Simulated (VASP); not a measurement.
**A VASP 6.6.1 single-point calculation on GaN**

INCAR

```
EDIFF = 1E-7
IBRION = -1
LASPH = .TRUE.
NSW = 0
SIGMA = 0.02
ISIF = 2
IMIX = 1
ISMEAR = -1
LCHARG = .FALSE.
NBANDS = 16
LWAVE = .FALSE.
PREC = Accurate
ENCUT = 520
AMIX = 0.4
LREAL = .FALSE.
GGA = PE
NELM = 120
```

KPOINTS

```
KPOINTS created by Atomic Simulation Environment
0
Gamma
10 10 10
0 0 0
```

POSCAR

```
Ga N
 1.0000000000000000
     0.0000000000000000    2.2489525411000000    2.2714420665000001
     2.2489525411000000    0.0000000000000000    2.2714420665000001
     2.2489525411000000    2.2489525411000000    0.0000000000000000
 Ga  N
   1   1
Cartesian
  0.0000000000000000  0.0000000000000000  0.0000000000000000
  1.1244762705499998  1.1244762705499998  1.1357210332499998
```

The recommended PBE PAW datasets give the neutral cell 18 valence electrons.

Command

```
mpirun -np 1 vasp_std
```

Problem. How does this run end, and what does it give?

Solution. It converged. Results: gap between bands v and c on the k mesh 1.68 eV; least direct gap on the k mesh 1.68 eV; pressure 4.3 GPa. Band v is the last that the valence electrons fill when counted band by band, and c is the next.

OSZICAR

```
N       E                     dE             d eps       ncg     rms          rms(c)
DAV:   1     0.809073959692E+02    0.80907E+02   -0.94254E+03  3656   0.201E+03
DAV:   2    -0.853649600261E+01   -0.89444E+02   -0.83444E+02  3768   0.324E+02
DAV:   3    -0.140783553638E+02   -0.55419E+01   -0.55210E+01  3792   0.693E+01
DAV:   4    -0.141388507648E+02   -0.60495E-01   -0.60490E-01  4184   0.774E+00
DAV:   5    -0.141396281986E+02   -0.77743E-03   -0.77743E-03  3904   0.789E-01    0.770E+00
DAV:   6    -0.121449712973E+02    0.19947E+01   -0.49124E+00  4944   0.396E+01    0.268E+00
DAV:   7    -0.121526623923E+02   -0.76911E-02   -0.31812E-01  3568   0.664E+00    0.175E+00
DAV:   8    -0.121469214949E+02    0.57409E-02   -0.13770E-02  4184   0.126E+00    0.894E-01
DAV:   9    -0.121453480486E+02    0.15734E-02   -0.11712E-03  4312   0.452E-01    0.527E-01
DAV:  10    -0.121450529223E+02    0.29513E-03   -0.46629E-04  4160   0.252E-01    0.312E-01
...
DAV:  15    -0.121452587176E+02   -0.17839E-04   -0.63649E-06  3696   0.235E-02    0.271E-02
DAV:  16    -0.121452679646E+02   -0.92470E-05   -0.28081E-06  3760   0.150E-02    0.172E-02
DAV:  17    -0.121452726162E+02   -0.46516E-05   -0.12733E-06  3704   0.961E-03    0.110E-02
DAV:  18    -0.121452749147E+02   -0.22985E-05   -0.57570E-07  3728   0.619E-03    0.703E-03
DAV:  19    -0.121452760386E+02   -0.11239E-05   -0.26254E-07  3688   0.403E-03    0.454E-03
DAV:  20    -0.121452765855E+02   -0.54685E-06   -0.12007E-07  3632   0.264E-03    0.295E-03
DAV:  21    -0.121452768514E+02   -0.26590E-06   -0.54884E-08  2856   0.175E-03    0.192E-03
DAV:  22    -0.121452769811E+02   -0.12978E-06   -0.27289E-08  2680   0.127E-03    0.125E-03
DAV:  23    -0.121452770450E+02   -0.63832E-07   -0.12610E-08  1816   0.873E-04
   1 F= -.12145277E+02 E0= -.12145277E+02  d E =-.240639E-10
```

For comparison, a separate PBE run of the intended cell, on usual settings and not on those above, gives a gap of 1.68 eV on its mesh and a pressure of 4.3 GPa.
